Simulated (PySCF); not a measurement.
## Reproducing measurements on CHF3

**The experiment to reproduce.**

From NIST CCCBDB Release 22 (SRD 101), experimental dipoles, for the gas: dipole moment (microwave Stark effect, vibrational ground state) 1.645 ± 0.009 D.

The runs below try to reproduce these values; the comparison stands at the end.

Species: CHF3.
SMILES with atom numbers: `[F:1][CH:2]([F:3])[F:4]` (hydrogens: H5 on C2)

Cartesian coordinates in Å at the PBE0-D3(BJ)/def2-SVP level; atoms count from 1:
```
atom  x, y, z in Å
F1    -0.8048   -0.9353   -0.4306
C2     0.1060   -0.0744    0.0063
F3     1.2625   -0.3423   -0.5876
F4    -0.2725    1.1510   -0.3342
H5     0.2095   -0.1521    1.1018
```

The PySCF runs (gas phase, on this PBE0-D3(BJ)/def2-SVP geometry; no spin–orbit coupling):

```tsv
level	job	basis functions	wall time
PBE0-D3(BJ)/def2-SVP, grid level 1	geometry optimisation from a GFN2-xTB start shaken at random	61	4.4 s
```

Hardware: Arm Neoverse V2, one thread (shared host).

**Comparison with experiment**

**Dipole moment.** Measured: 1.645 D (NIST CCCBDB Release 22 (SRD 101), experimental dipoles).

```
               level  computed (D)  computed − measured (D)  % (from the printed values)
PBE0-D3(BJ)/def2-SVP         1.504                   -0.141                           -9
```

The computed dipoles belong to one fixed geometry; measured ones are averaged over vibrations unless marked μe. Magnitudes are compared, not signs.

No measured geometry was used, and the causes of the misses weren't examined.
